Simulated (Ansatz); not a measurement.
Runs of Ansatz 0.2.0 on TiO2. It takes space group P4_2/mnm (No. 136, tetragonal). The conventional cell has a = 4.600 Å, b = 4.600 Å, c = 2.959 Å, α = 90.00°, β = 90.00°, γ = 90.00°. Ti (site symmetry mmm) has 6 O at 1.95 to 1.98 Å as nearest neighbours. Around O (site symmetry m2m) lie 3 Ti at 1.95 to 1.98 Å. The cell is a database's computed one.

```tsv
task	level	potentials or basis	cell	k mesh	cutoff (eV)	points for each segment of the path	mesh quality	gap on the mesh (eV)	pressure (GPa)	V0 of scaled cells (Å³/atom)	B0 (GPa)	largest force (eV/Å)
equation of state	BLYP+D3(BJ)	Ansatz PAW	as given	6 × 6 × 9	420	-	not flagged	-	-	10.49	(b)	-
band structure	BPBE	Ansatz PAW	as given	6 × 6 × 9	420	14	not flagged	1.87	3.8	-	-	0.01
equation of state	PBE	Ansatz NC	as given	6 × 6 × 9	1240	-	not flagged	-	-	10.62	228	-
single point	PBEsol0	Ansatz PAW	as given	4 × 4 × 5	420	-	coarse	4.08	-9.0	-	-	(a)
single point	PBE	Ansatz PAW	as given	10 × 10 × 16	420	-	not flagged	1.87	4.2	-	-	-
relaxation of cell and atoms	PBEsol+D4	Ansatz PAW	relaxed	6 × 6 × 9	420	-	not flagged	1.88	0.0	-	-	-
```

Alike in all rows: no spin polarisation; smearing fermi-dirac 0.05 eV.

**Question.** Estimate the missing entries.

**Answer.** (a) 0.25; (b) 235.

Caveats: some runs use coarse meshes; the PAW data sets come from PBE, with cores solved anew for the run's functional, which leaves a small shift of forces and pressure (some runs); the cell was scaled at fixed shape and fractional positions, which overstates the stiffness of a crystal with free parameters, most of all of layers and chains (some runs); odd divisions of the mesh miss points on the zone boundary, where band edges often lie, so the gap on the mesh can be too wide (some runs); the potentials were made for another functional, which shifts forces and pressure (some runs); the thresholds are loose for stress (some runs); the plane-wave basis is chosen anew once the cell has moved, so the energies of steps on either side of that aren't comparable (some runs).

A k mesh can miss the band edges.
